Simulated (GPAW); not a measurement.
# CoSi (P2_13) in GPAW: equation of state with LDA

Aim: the equation of state of CoSi with LDA.

Everything below comes from runs of GPAW 26.7.0. Logs are shortened: lines on timing, memory, paths and dates and some standing lists are left out, and cuts for length are marked. The log counts tension as positive stress, the text compression.

## Step 1: The crystal as given

It takes space group P2_13 (No. 198, cubic). Conventional cell: a = 4.438 Å, b = 4.438 Å, c = 4.438 Å, α = 90.00°, β = 90.00°, γ = 90.00°. Co (site symmetry 3) has 7 Si at 2.28 to 2.47 Å as nearest neighbours. Around Si (site symmetry 3) lie 7 Co at 2.28 to 2.47 Å.

## Step 2: Equation of state, LDA, collinear spin, ferromagnetic start

The input, run.py:

```python
from ase import Atoms
from ase.eos import EquationOfState
from ase.io import Trajectory
from ase.units import GPa
from ase.parallel import parprint
from gpaw import GPAW, PW

atoms = Atoms(['Co', 'Co', 'Co', 'Co', 'Si', 'Si', 'Si', 'Si'],
              cell=[[4.438, 0.0, 0.0],
                    [0.0, 4.438, 0.0],
                    [0.0, 0.0, 4.438]],
              scaled_positions=[[0.86, 0.64, 0.36],
                                [0.64, 0.36, 0.86],
                                [0.36, 0.86, 0.64],
                                [0.14, 0.14, 0.14],
                                [0.157, 0.343, 0.657],
                                [0.343, 0.657, 0.157],
                                [0.657, 0.157, 0.343],
                                [0.843, 0.843, 0.843]],
              pbc=True)
atoms.set_initial_magnetic_moments([2.0, 2.0, 2.0, 2.0, 0.0, 0.0, 0.0, 0.0])

traj = Trajectory('eos.traj', 'w')
volumes, energies = [], []
for x in [0.94, 0.96, 0.98, 1.0, 1.02, 1.04, 1.06]:
    a = atoms.copy()
    a.set_cell(atoms.cell * x**(1 / 3), scale_atoms=True)
    calc = GPAW(mode=PW(600),
                xc='LDA',
                kpts={'size': (5, 5, 5), 'gamma': True},
                occupations={'name': 'fermi-dirac', 'width': 0.05},
                nbands=51,
                convergence={'density': 1e-05, 'energy': 1e-05},
                maxiter=150,
                txt=f'eos-{x:.2f}.txt')
    a.calc = calc
    energies.append(a.get_potential_energy(force_consistent=True))
    volumes.append(a.get_volume())
    p = -a.get_stress()[:3].mean() / GPa
    calc.write(f'eos-{x:.2f}.gpw')
    traj.write(a)
    parprint(f'{x:.2f} {volumes[-1]:10.4f} A^3 {energies[-1]:14.6f} eV {p:9.3f} GPa', flush=True)

v0, e0, B = EquationOfState(volumes, energies, eos='birchmurnaghan').fit()
parprint(f'V0 = {v0:.4f} A^3, E0 = {e0:.6f} eV, B0 = {B / GPa:.2f} GPa')
```

Potentials or basis: the program's PAW data sets (release 1.2.1) made for this functional, pw.

On the command line:

```
OMP_NUM_THREADS=1 mpirun -n 4 gpaw python run.py
```

The log of the run:

```text
__  _  _
 | _ |_)|_||  |
 |__||  | ||/\| - 26.7.0

Input parameters:
  mode=PW(ecut=600.0),
  convergence={'density': 1e-05, 'energy': 1e-05},
  kpts=MonkhorstPack(size=(5, 5, 5), gamma=True),
  maxiter=150,
  nbands=51,
  occupations=Occupations(name='fermi-dirac', width=0.05),
  xc=XC(name='LDA')

Diagonalizing LCAO Hamiltonian
Converting LCAO to pw mode
    .----------.
   /|        Si|
  / |   Co     |
 *  |    Co    |
 |  Si      Co |
 |  .--Si------.
 | /     Si   /
 |/Co        /
 *----------*

Atoms  # Å, Bohr magnetons
|   | symbol |        x |        y |        z |    initial magnetic moments |
|---|--------|----------|----------|----------|-----------------------------|
| 0 |     Co | 3.738767 | 2.782338 | 1.565065 | ( 0.0000,  0.0000,  2.0000) |
| 1 |     Co | 2.782338 | 1.565065 | 3.738767 | ( 0.0000,  0.0000,  2.0000) |
| 2 |     Co | 1.565065 | 3.738767 | 2.782338 | ( 0.0000,  0.0000,  2.0000) |
| 3 |     Co | 0.608636 | 0.608636 | 0.608636 | ( 0.0000,  0.0000,  2.0000) |
| 4 |     Si | 0.682542 | 1.491159 | 2.856244 | ( 0.0000,  0.0000,  0.0000) |
| 5 |     Si | 1.491159 | 2.856244 | 0.682542 | ( 0.0000,  0.0000,  0.0000) |
| 6 |     Si | 2.856244 | 0.682542 | 1.491159 | ( 0.0000,  0.0000,  0.0000) |
| 7 |     Si | 3.664861 | 3.664861 | 3.664861 | ( 0.0000,  0.0000,  0.0000) |

Unit cell  # Å
| periodic |        x |        y |        z |  lengths |    angles |
|----------|----------|----------|----------|----------|-----------|
|      yes | 4.347403 | 0.000000 | 0.000000 | 4.347403 | 90.000000 |
|      yes | 0.000000 | 4.347403 | 0.000000 | 4.347403 | 90.000000 |
|      yes | 0.000000 | 0.000000 | 4.347403 | 4.347403 | 90.000000 |

Number of symmetries: 3
Symmetry operations  # r_c * U_cc + t_c -> r_c
|   | kind |            matrix            |
|---|------|------------------------------|
| 0 |  E   |  1, 0, 0,  0, 1, 0,  0, 0, 1 |
| 1 |  C3  |  0, 1, 0,  0, 0, 1,  1, 0, 0 |
| 2 |  C3  |  0, 0, 1,  1, 0, 0,  0, 1, 0 |

BZ-sampling:
  Number of BZ points: 125
  Number of IBZ points: 23

  Monkhorst-Pack size: [5, 5, 5]
  Monkhorst-Pack shift: [0, 0, 0]

K-points  # in reciprocal-cell coordinates
|     |                                coordinates |     weight |
|-----|--------------------------------------------|------------|
|   0 | (  0.00000000,   0.00000000,   0.00000000) | 0.00800000 |
|   1 | (  0.20000000,   0.00000000,  -0.20000000) | 0.04800000 |
|   2 | (  0.20000000,   0.00000000,   0.00000000) | 0.04800000 |
|   3 | (  0.20000000,   0.20000000,  -0.20000000) | 0.04800000 |
|   4 | (  0.20000000,   0.20000000,   0.00000000) | 0.04800000 |
|   5 | (  0.20000000,   0.20000000,   0.20000000) | 0.01600000 |
|   6 | (  0.40000000,  -0.20000000,  -0.40000000) | 0.04800000 |
|   7 | (  0.40000000,  -0.20000000,  -0.20000000) | 0.04800000 |
|   8 | (  0.40000000,  -0.20000000,   0.00000000) | 0.04800000 |
|   9 | (  0.40000000,  -0.20000000,   0.20000000) | 0.04800000 |
| ... |                                            |            |
|  22 | (  0.40000000,   0.40000000,   0.40000000) | 0.01600000 |

Plane wave coefficients: 2777
Cutoff: 600.0 eV

Spin-components: 2 (collinear spins)
Bands:           51
Projectors:      44
Spin-degeneracy: 1
Datatype:        complex128

Parallelization:
  kpt:    4
  domain: 1
  band:   1

Density:
  Valence electrons: 52.0
  Components: 2
  Grid points: [25 25 25]
  Charge: 0.0  # |e|

Potential:
  Grid points: [25 25 25]

species:
  Co:
    name:    Cobalt
    Z:       27.0
    valence: 9
    core:    18
    charge:  0.0  # [|e|]
    compensation charges:
      type: gauss
      rc: 0.32  # [Å]
      lmax: 2
    cutoffs:
      filter: 1.87  # [Å]
      core: 2.55  # [Å]
    projectors
    | kind |    occ | energy [eV] | rcut [Å] |
    |------|--------|-------------|----------|
    |   4s |  2.000 |      -5.672 |    1.005 |
    |   4p |  0.000 |      -1.387 |    1.058 |
    |   3d |  7.000 |      -8.461 |    1.005 |
    |    s |        |      21.539 |    1.005 |
    |    p |        |      25.825 |    1.058 |
    |    d |        |      18.750 |    1.005 |

    Using partial waves for Co as LCAO basis

  Si:
    name:    Silicon
    Z:       14.0
    valence: 4
    core:    10
    charge:  0.0  # [|e|]
    compensation charges:
      type: gauss
      rc: 0.33  # [Å]
      lmax: 2
    cutoffs:
      filter: 1.86  # [Å]
      core: 2.06  # [Å]
    projectors
    | kind |    occ | energy [eV] | rcut [Å] |
    |------|--------|-------------|----------|
    |   3s |  2.000 |     -10.878 |    1.058 |
    |   3p |  2.000 |      -4.162 |    1.058 |
    |    s |        |      16.334 |    1.058 |
    |    p |        |      23.049 |    1.058 |
    |    d |        |       0.000 |    1.058 |

    Using partial waves for Si as LCAO basis

Reference energy: -182787.919548  # eV

eigensolver:
  PPCG
  Converge bands: occupied
  niter=2

density mixing:
  MSR1-Mixer
  Pratt-step length: 0.05
  Maximum mixing coefficient: 0.75
  Old densities: 10
  SVD Regularization: 0.005
  Good broyden scale: 1.0
  Trust region scale: 1.0
  Backstep threshold: 4.0
  History deletion threshold: 6.0
  Fourier metric: weight=20.0, sigma=0.015

occupation numbers:
  Fermi-Dirac:
    width: 0.0500  # eV

poisson solver:
  ecut: 4800.0  # eV

xc functional:
  name: None

convergence criteria:
- Maximum integral of absolute [dens]ity change: 1e-05 electrons / valence electron
- Maximum [total energy] change in last 3 cyles: 1e-05 eV / valence electron
- Maximum integral of absolute [eigenst]ate change: 4e-08 eV^2 / valence electron
maximum number of iterations: 150

SCF iterations
|iter     | |      energy | eigst |  dens |  magmom |
|---------|-|-------------|-------|-------|---------|
|iter:   1| |  -65.371256 | +0.88 |       |  +8.0150|
|iter:   2| |  -65.941811 | -0.90 | -0.71 |  +7.7157|
|iter:   3| |  -66.454158 | -1.89 | -0.78 |  +6.0241|
|iter:   4| |  -66.937897 | -1.47 | -0.87 |  +3.1319|
|iter:   5| |  -67.392760 | -2.24 | -1.23 |  +0.6848|
|iter:   6| |  -67.629734 | -2.22 | -1.47 |  -0.1813|
|iter:   7| |  -67.453007 | -2.53 | -1.52 |  -0.2724|
|iter:   8| |  -67.462513 | -3.69 | -1.87 |  -0.1439|
|iter:   9| |  -67.465543 | -4.03 | -2.21 |  -0.0445|
|iter:  10| |  -67.465461 | -5.06 | -2.80 |  -0.0077|
|iter:  11| |  -67.465456c| -6.12 | -3.53 |  -0.0016|
|iter:  12| |  -67.465455c| -6.97 | -4.22 |  -0.0006|
|iter:  13| |  -67.465455c| -7.56c| -4.59 |  -0.0002|
|iter:  14| |  -67.465455c| -7.81c| -5.12c|  +0.0000|

Converged in 14 steps
Energy contributions relative to reference atoms: (reference = -182787.919548)

Energy contributions:
  Kinetic:          95.956734
  Coulomb:         -71.259518
  Zero:             -0.273110
  External:          0.000000
  Xc:              -91.882188
  Entropy:          -0.014747
  Spinorbit:         0.000000
  ----------------------------
  Free energy:     -67.472829
  Extrapolated:    -67.465455

dipole moment: (-0.000014, -0.000014, -0.000014)  # |e|*Ang

Total magnetic moment: (0.000000, 0.000000, 0.000002)

Local magnetic moments
|        x |        y |         z |
|----------|----------|-----------|
| 0.000000 | 0.000000 | -0.000022 |  # Co   0
| 0.000000 | 0.000000 | -0.000022 |  # Co   1
| 0.000000 | 0.000000 | -0.000022 |  # Co   2
| 0.000000 | 0.000000 |  0.000058 |  # Co   3
| 0.000000 | 0.000000 |  0.000000 |  # Si   4
| 0.000000 | 0.000000 |  0.000000 |  # Si   5
| 0.000000 | 0.000000 |  0.000000 |  # Si   6
| 0.000000 | 0.000000 |  0.000002 |  # Si   7

Fermi level: 12.449
Eigenvalues  # (at kpt = [0.000, 0.000, 0.000])
| band index |      eig [eV] | occ [0-1] |      eig [eV] | occ [0-1] |
|------------|---------------|-----------|---------------|-----------|
|          0 |        -1.759 |     1.000 |        -1.759 |     1.000 |
|        ... |               |           |               |           |
|         19 |        11.429 |     1.000 |        11.429 |     1.000 |
|         20 |        11.429 |     1.000 |        11.429 |     1.000 |
|         21 |        11.429 |     1.000 |        11.429 |     1.000 |
|         22 |        11.576 |     1.000 |        11.576 |     1.000 |
|         23 |        11.576 |     1.000 |        11.576 |     1.000 |
|         24 |        12.418 |     0.650 |        12.418 |     0.651 |
[... 8 lines left out ...]
|         33 |        16.213 |     0.000 |        16.213 |     0.000 |
|         34 |        16.213 |     0.000 |        16.213 |     0.000 |
|        ... |               |           |               |           |
|         50 |        30.114 |     0.000 |        30.115 |     0.000 |

No gap
No difference between direct/indirect transitions

Stress tensor  # eV/Ang^3
|         x |         y |         z |
|-----------|-----------|-----------|
| -0.019807 | -0.000000 | -0.000000 |
| -0.000000 | -0.019807 | -0.000000 |
| -0.000000 | -0.000000 | -0.019807 |

# Writing to eos-0.94.gpw (mode='')
```

Wall time 3.7 min (4 MPI ranks of Intel Xeon 6975P-C (Granite Rapids), shared host); peak memory 0.42 GiB.

Results:

| Item | Value |
| --- | --- |
| Equilibrium volume | 10.42 Å³/atom |
| Bulk modulus at fixed shape and positions | 260 GPa |
| Pressure derivative of the bulk modulus | 4.6 |

Energy against volume, from the lowest point:
| volume (Å³/atom) | energy (meV/atom) |
| --- | --- |
| 10.271 | 1.55 |
| 10.489 | 0.00 |
| 10.708 | 5.69 |
| 10.926 | 17.72 |
| 11.145 | 35.40 |
| 11.363 | 58.21 |
| 11.582 | 85.46 |

Caveat: the cell was scaled at fixed shape and fractional positions, which overstates the stiffness of a crystal with free parameters, most of all of layers and chains.
